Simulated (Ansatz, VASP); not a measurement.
# Cross-check of SrLa2Mn3O9 (La0.67Sr0.33MnO3, rhombohedral perovskite) between VASP and Ansatz, part 2 of 4

One calculation is typed for both programs; each brings its own data sets. How far apart do they land? The cell is invented: As first built, before any earlier steps moved the atoms (in the runner's words): 1x1x1 conventional cells of the LaMnO3 type (30 atoms: 18 O, 6 Mn, 2 Sr, 4 La); La/Sr share their sites, the best of 600 random draws by like-pair counts in two shells; start lattice of LaMnO3; atoms moved at random by 0.02 A. It may not be a known or stable phase. Of the first pair: The structure shown is the start of the Ansatz relaxation below; VASP solves that cell, so the two are compared at the walk's first step.

VASP 6.6.1 and Ansatz 0.2.0.

So far: Starting point; Ansatz: relaxation, PBEsol, DFT+U.

## 3. VASP: single point, PBEsol, DFT+U, start cell, pair 1

Level of this step: PBEsol, DFT+U (Mn d 4 eV), spin-polarised from a ferromagnetic start; plane waves and PAW (O, Mn_pv, Sr_sv, La); invented cell (VASP).

The same cell, functional, mesh and smearing now go to VASP, with its own data sets.

Lines of VASP's logs that name or quote its potential files are left out, and so is its time.

INCAR

```
SYSTEM = SrLa2Mn3O9
PREC = Accurate
ENCUT = 520
EDIFF = 1E-06
NELM = 200
ISMEAR = -1
SIGMA = 0.03
LREAL = .FALSE.
ALGO = Normal
GGA = PS
NBANDS = 148
ISPIN = 2
MAGMOM = -0.05 -0.05 -0.05 -0.04 -0.04 -0.04 -0.04 -0.04 -0.04 -0.05 -0.05 -0.05 -0.05 -0.05 -0.05 -0.05 -0.05 -0.05 3.21 3.25 3.36 3.25 3.21 3.33 0.01 0.01 0.01 0.01 0.01 0.01
LDAU = .TRUE.
LDAUTYPE = 2
LDAUL = -1 2 -1 -1
LDAUU = 0 4 0 0
LDAUJ = 0 0 0 0
LDAUPRINT = 1
LASPH = .TRUE.
LMAXMIX = 6
AMIX = 0.2
BMIX = 1E-04
AMIX_MAG = 0.8
BMIX_MAG = 1E-04
LORBIT = 11
LWAVE = .FALSE.
LCHARG = .FALSE.
ISIF = 2
GGA_COMPAT = .FALSE.
KPAR = 4
```

POSCAR

```
SrLa2Mn3O9
1.0
    5.4569300000     -0.0013300000      0.0008100000
   -2.7296200000      4.7282900000      0.0002700000
    0.0019600000      0.0018900000     13.2419700000
O Mn Sr La
18 6 2 4
Direct
    0.5479708062      0.9995273049      0.2507093938
    0.0027581686      0.5504588260      0.2511672464
    0.4514882376      0.4543977892      0.2518289656
    0.1174869173      0.3269656457      0.0888173402
    0.6737208823      0.7891285814      0.0885020296
    0.2116382147      0.8832612036      0.0880224085
    0.2175686549      0.3406298487      0.5781263512
    0.6613187775      0.8784753798      0.5784129660
    0.1234326690      0.7843575645      0.5789084436
    0.7871739029      0.6681401307      0.4162131459
    0.3324130462      0.1172213042      0.4157613328
    0.8836778327      0.2132463951      0.4150762043
    0.8646440652      0.6628420797      0.9208464202
    0.3390692616      0.2030988125      0.9210993921
    0.7988609866      0.1372845033      0.9214501963
    0.4705254665      0.0048676584      0.7460836688
    0.9960819379      0.4646109174      0.7458382498
    0.5362902172      0.5304252296      0.7454798939
    0.0008698533      0.0004046451      0.9988769938
    0.3341805702      0.6672453939      0.1665272733
    0.6675594127      0.3338115078      0.3334601383
    0.0009328276      0.0003924214      0.5004013103
    0.3342364420      0.6672775839      0.6680463030
    0.6675900540      0.3338654437      0.8334688198
    0.3342627595      0.6672857284      0.9122395746
    0.0008618637      0.0003965057      0.7546837211
    0.3342372366      0.6669540247      0.4193068849
    0.0008761611      0.0006837906      0.2476216987
    0.6676004506      0.3337452652      0.0759304796
    0.6675211955      0.3339200408      0.5910124513
```

KPOINTS

```
Automatic mesh
0
Gamma
4 4 1
0 0 0
```

The projector-augmented-wave data sets are O, Mn_pv, Sr_sv and La (PBE family, release 64).

Started as:

```bash
$ mpirun -np 4 vasp_std
```

What it wrote:

```text
[banner, memory and clock lines left out]
running    4 mpi-ranks, on    1 nodes
 distrk:  each k-point on    1 cores,    4 groups
 distr:  one band on    1 cores,    1 groups

 POSCAR found type information on POSCAR O MnSrLa
 POSCAR found :  4 types and      30 ions
|                                                                             |
|               ----> ADVICE to this user running VASP <----                  |
|                                                                             |
|     You have a (more or less) 'large supercell' and for larger cells it     |
|     might be more efficient to use real-space projection operators.         |
|     Therefore, try LREAL= Auto in the INCAR file.                           |
|     Mind: For very accurate calculation, you might also keep the            |
|     reciprocal projection scheme (i.e. LREAL=.FALSE.).                      |
|                                                                             |

|                                                                             |
|               ----> ADVICE to this user running VASP <----                  |
|                                                                             |
|     You enforced a specific xc type in the INCAR file but a different       |
|     [... a line on the potential file left out ...]
|     I HOPE YOU KNOW WHAT YOU ARE DOING!                                     |
|                                                                             |

|                                                                             |
|           W    W    AA    RRRRR   N    N  II  N    N   GGGG   !!!           |
|           W    W   A  A   R    R  NN   N  II  NN   N  G    G  !!!           |
|           W    W  A    A  R    R  N N  N  II  N N  N  G       !!!           |
|           W WW W  AAAAAA  RRRRR   N  N N  II  N  N N  G  GGG   !            |
|           WW  WW  A    A  R   R   N   NN  II  N   NN  G    G                |
|           W    W  A    A  R    R  N    N  II  N    N   GGGG   !!!           |
|                                                                             |
|     Inconsistent Bravais lattice types found for crystalline and            |
|     reciprocal lattice:                                                     |
|                                                                             |
|        Crystalline: base-centered monoclinic                                |
|        Reciprocal : triclinic                                               |
|                    (instead of base-centered monoclinic)                    |
|                                                                             |
|     In most cases this is due to inaccuracies in the specification of       |
|     the crytalline lattice vectors.                                         |
|                                                                             |
|     Suggested SOLUTIONS:                                                    |
|      ) Refine the lattice parameters of your structure,                     |
|      ) and/or try changing SYMPREC.                                         |
|                                                                             |

 LDA part: xc-table for (Slater+PW92), standard interpolation
 POSCAR, INCAR and KPOINTS ok, starting setup
 FFT: planning ... GRIDC
 FFT: planning ... GRID_SOFT
 FFT: planning ... GRID
 WAVECAR not read
 entering main loop
       N       E                     dE             d eps       ncg     rms          rms(c)
DAV:   1     0.414242570704E+04    0.41424E+04   -0.10900E+05  7544   0.257E+03
DAV:   2     0.111142640236E+04   -0.30310E+04   -0.28559E+04  6552   0.742E+02
DAV:   3     0.112486580853E+03   -0.99894E+03   -0.92970E+03  7008   0.320E+02
DAV:   4    -0.216914844121E+03   -0.32940E+03   -0.31339E+03  9368   0.153E+02
DAV:   5    -0.272493679039E+03   -0.55579E+02   -0.53535E+02 10600   0.666E+01    0.804E+01
DAV:   6    -0.237416889158E+03    0.35077E+02   -0.58010E+02  8544   0.860E+01    0.568E+01
DAV:   7    -0.246620094495E+03   -0.92032E+01   -0.11753E+02  9576   0.594E+01    0.780E+01
DAV:   8    -0.240384698391E+03    0.62354E+01   -0.75481E+01  9048   0.409E+01    0.427E+01
DAV:   9    -0.240856716572E+03   -0.47202E+00   -0.21084E+01 10736   0.206E+01    0.331E+01
DAV:  10    -0.241344014429E+03   -0.48730E+00   -0.69449E+00 10344   0.155E+01    0.233E+01
DAV:  11    -0.242342489729E+03   -0.99848E+00   -0.42461E+00  9264   0.128E+01    0.198E+01
DAV:  12    -0.241947999892E+03    0.39449E+00   -0.16420E+00  9268   0.911E+00    0.157E+01
DAV:  13    -0.241484842460E+03    0.46316E+00   -0.99163E-01  9832   0.619E+00    0.109E+01
DAV:  14    -0.241255158924E+03    0.22968E+00   -0.59870E-01  9016   0.469E+00    0.729E+00
[...]
DAV:  21    -0.241129478528E+03   -0.28924E-03   -0.61463E-03 10040   0.382E-01    0.351E-01
DAV:  22    -0.241129252172E+03    0.22636E-03   -0.42352E-03  9840   0.247E-01    0.166E-01
DAV:  23    -0.241129291360E+03   -0.39188E-04   -0.17878E-03  9936   0.195E-01    0.139E-01
DAV:  24    -0.241129323696E+03   -0.32336E-04   -0.25868E-04 10432   0.846E-02    0.118E-01
DAV:  25    -0.241129262759E+03    0.60937E-04   -0.30237E-04  8248   0.975E-02    0.532E-02
DAV:  26    -0.241129261631E+03    0.11281E-05   -0.10351E-04  9792   0.543E-02    0.322E-02
DAV:  27    -0.241129262196E+03   -0.56487E-06   -0.38589E-05  8960   0.278E-02    0.190E-02
DAV:  28    -0.241129262160E+03    0.36245E-07   -0.95563E-06  7456   0.204E-02
   1 F= -.24112926E+03 E0= -.24112413E+03  d E =-.102735E-01  mag=    22.0002
```

(Part 2 of 4 ends here.)

[Lines on the potential files, build, host, timing and source positions are cut from VASP's logs without a mark.]

[Logs are printed without paths, hosts, clocks, repeated set-up lines and the standing remarks that a program may print on its own settings, such as how far it seeks lower states.]

[Hosts, paths, dates, database ids (printed as entryN), source tags and the programs' standing remarks are cut or masked in the printed files.]
